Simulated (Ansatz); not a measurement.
Rocksalt LiH, relaxed with r2SCAN in the plane-wave code Ansatz. The symmetry is Fm-3m (No. 225, cubic); conventional cell a = 4.006 Å, 8.04 Å³ an atom. Li has 6 H at 2.00 Å; H has 6 Li at 2.00 Å.

The axes x, y and z are those of this cell:
```xyz
2
Lattice="0.0000 2.0030 2.0030 2.0030 0.0000 2.0030 2.0030 2.0030 0.0000" Properties=species:S:1:pos:R:3 pbc="T T T"
Li    0.0000    0.0000    0.0000
H     2.0030    2.0030    2.0030
```

Unstrained: The PBE gap is direct at X: 2.984 eV. The r2SCAN gap is direct at X: 3.630 eV. With HSE06 the gap is 3.971 eV and direct, at X. Meshes: PBE 10×10×10, r2SCAN 10×10×10, HSE06 8×8×8. Strains are changes of length per length. After each strain the atoms were relaxed again with r2SCAN in this cell and within any symmetry left, so distortions that break it or need a larger cell weren't tested; points keep the names that they have in the unstrained zone. No spin polarisation and no zero-point or thermal motion.

(1) Apply epitaxial -5.0 % in the xy plane, free normal strain +1.41 %. How far does the gap move, against the unstrained cell?

(2) Estimate what isotropic -2.0 % on every length does to the gap.

(3) Estimate what epitaxial -1.0 % in the plane normal to [111], free normal strain +0.02 % does to the gap.

(4) Estimate what epitaxial +1.5 % in the xy plane, free normal strain -0.48 % does to the gap.

(5) Estimate what uniaxial -1.5 % along x, other directions held does to the gap.

(6) Order the strained cells by their HSE06 gap, smallest first.
A. epitaxial -5.0 % in the xy plane
B. epitaxial -1.0 % in the plane normal to [111]
C. epitaxial +1.5 % in the xy plane
D. uniaxial -1.5 % along x, other directions held
E. isotropic -2.0 % on every length

Answers

(1) PBE: the gap goes from 2.984 to 2.145 eV (-0.839 eV); it turns from direct (X) to indirect (X → X [(1/2, 1/2, 0)]); the X points, equivalent before, split by 533 meV, and the valence top lies at those like (1/2, 0, 1/2); the X points, equivalent before, split by 912 meV, and the conduction bottom lies at those like (1/2, 1/2, 0). r2SCAN: the gap goes from 3.630 to 2.776 eV (-0.854 eV); it turns from direct (X) to indirect (X → X [(1/2, 1/2, 0)]); the X points, equivalent before, split by 547 meV, and the valence top lies at those like (1/2, 0, 1/2); the X points, equivalent before, split by 945 meV, and the conduction bottom lies at those like (1/2, 1/2, 0). HSE06: the gap goes from 3.971 to 3.104 eV (-0.867 eV); it turns from direct (X) to indirect (X → X [(1/2, 1/2, 0)]); the X points, equivalent before, split by 583 meV, and the valence top lies at those like (1/2, 0, 1/2); the X points, equivalent before, split by 953 meV, and the conduction bottom lies at those like (1/2, 1/2, 0). The r2SCAN energy rises by 13.4 meV an atom.

(2) PBE: the gap goes from 2.984 to 2.936 eV (-0.048 eV). r2SCAN: the gap goes from 3.630 to 3.589 eV (-0.041 eV). HSE06: the gap goes from 3.971 to 3.931 eV (-0.040 eV). The r2SCAN energy rises by 3.4 meV an atom.

(3) PBE: the gap goes from 2.984 to 2.969 eV (-0.015 eV). r2SCAN: the gap goes from 3.630 to 3.617 eV (-0.013 eV). HSE06: the gap goes from 3.971 to 3.958 eV (-0.013 eV). The r2SCAN energy rises by 0.5 meV an atom.

(4) PBE: the gap goes from 2.984 to 2.818 eV (-0.166 eV); it turns from direct (X) to indirect (X → X [(1/2, 0, 1/2)]); the X points, equivalent before, split by 148 meV, and the valence top lies at those like (1/2, 1/2, 0); the X points, equivalent before, split by 262 meV, and the conduction bottom lies at those like (1/2, 0, 1/2). r2SCAN: the gap goes from 3.630 to 3.455 eV (-0.175 eV); it turns from direct (X) to indirect (X → X [(1/2, 0, 1/2)]); the X points, equivalent before, split by 152 meV, and the valence top lies at those like (1/2, 1/2, 0); the X points, equivalent before, split by 272 meV, and the conduction bottom lies at those like (1/2, 0, 1/2). HSE06: the gap goes from 3.971 to 3.788 eV (-0.183 eV); it turns from direct (X) to indirect (X → X [(1/2, 0, 1/2)]); the X points, equivalent before, split by 163 meV, and the valence top lies at those like (1/2, 1/2, 0); the X points, equivalent before, split by 274 meV, and the conduction bottom lies at those like (1/2, 0, 1/2). The r2SCAN energy rises by 1.0 meV an atom.

(5) PBE: the gap goes from 2.984 to 2.827 eV (-0.157 eV); it turns from direct (X) to indirect (X → X [(1/2, 0, 1/2)]); the X points, equivalent before, split by 116 meV, and the valence top lies at those like (0, 1/2, 1/2); the X points, equivalent before, split by 208 meV, and the conduction bottom lies at those like (1/2, 0, 1/2). r2SCAN: the gap goes from 3.630 to 3.471 eV (-0.159 eV); it turns from direct (X) to indirect (X → X [(1/2, 0, 1/2)]); the X points, equivalent before, split by 119 meV, and the valence top lies at those like (0, 1/2, 1/2); the X points, equivalent before, split by 215 meV, and the conduction bottom lies at those like (1/2, 0, 1/2). HSE06: the gap goes from 3.971 to 3.806 eV (-0.165 eV); it turns from direct (X) to indirect (X → X [(1/2, 0, 1/2)]); the X points, equivalent before, split by 127 meV, and the valence top lies at those like (0, 1/2, 1/2); the X points, equivalent before, split by 217 meV, and the conduction bottom lies at those like (1/2, 0, 1/2). The r2SCAN energy rises by 0.5 meV an atom.

(6) A (3.10 eV), C (3.79 eV), D (3.81 eV), E (3.93 eV), B (3.96 eV).

The meshes of the hybrids are coarse, so their gaps aren't converged to the digits shown.
